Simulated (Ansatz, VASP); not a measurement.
Given: the input of a run of Ansatz 0.2.0 on Na.

Contents of input.yaml:

```yaml
crystal:
  lattice:
    - [3.7919477469, 0.0, 0.0]
    - [-1.8959738735, 3.2839230787, 0.0]
    - [0.0, 0.0, 6.1947561546]
  atoms:
    - { symbol: Na, position: [0.6666666667, 0.3333333333, 0.75] }
    - { symbol: Na, position: [0.3333333333, 0.6666666667, 0.25] }
kpoints:
  mp_grid: { grid: [8, 8, 5] }
scf:
  occupations: { method: fermi_dirac, width: 0.05 }
hamiltonian:
  xc: pbesol
  pseudopotentials: { kind: all_electron, lapw: { basis_error: 0.0005 } }
output:
  forces: true
  stress: true
  eigenvalues: true
```

Potentials or basis: all-electron LAPW, scalar-relativistic.

Run with:

```bash
$ ansatz run input.yaml --threads 1 --pin off --max-ram 3072MiB --backend cpu --events-out ev --progress --plain --runs-dir out
```

**Question.** Translate it to VASP 6.6.1. Potentials there: VASP PAW PBE potentials, release 64 (Na_pv).

**Answer.** As run (the cutoff follows the program's own potentials):

The input INCAR:

```
SYSTEM = Na
ALGO     = Normal         ! electronic algorithm
EDIFF    = 1E-6           ! SCF threshold, eV
ENCUT    = 520            ! plane-wave cutoff, eV
GGA      = PS             ! functional
ISIF     = 2              ! what is computed and relaxed
ISMEAR   = -1             ! smearing method
LASPH    = .True.         ! aspherical terms in the spheres
LCHARG   = .False.        ! write CHGCAR
LREAL    = .False.        ! projectors in reciprocal space
LWAVE    = .False.        ! write WAVECAR
NBANDS   = 14             ! bands
NELM     = 100            ! most SCF steps
PREC     = Accurate       ! precision mode
SIGMA    = 0.05           ! smearing width, eV
```

The input KPOINTS:

```
k-points
0
Gamma
  8 8 5
  0 0 0
```

File POSCAR:

```
Na
1.0
    3.7919477469      0.0000000000      0.0000000000
   -1.8959738735      3.2839230787      0.0000000000
    0.0000000000      0.0000000000      6.1947561546
Na
2
Direct
    0.6666666667      0.3333333333      0.7500000000
    0.3333333333      0.6666666667      0.2500000000
```

Potentials or basis: VASP PAW PBE potentials, release 64 (Na_pv).

Launch:

```bash
$ cat potpaw_PBE.64/Na_pv/POTCAR > POTCAR
$ mpirun -np 1 vasp_std > vasp.out
```

Both were run:

|  | VASP | Ansatz | Ansatz less VASP |
| --- | --- | --- | --- |
| gap on the k mesh at the Fermi level (eV) | none | none | - |
| pressure (GPa) | -0.4 | -0.4 | -0.02 |
| largest component of the traceless stress (GPa) | 0.15 | 0.15 | 0.000 |

A gap of «none» marks a metal or a gap that the smearing closes. Ansatz ran all-electron here, so the differences hold the error of VASP's frozen core and of both bases.

Caveats: the PAW data sets were made with another functional, which shifts forces and pressure a little (VASP).
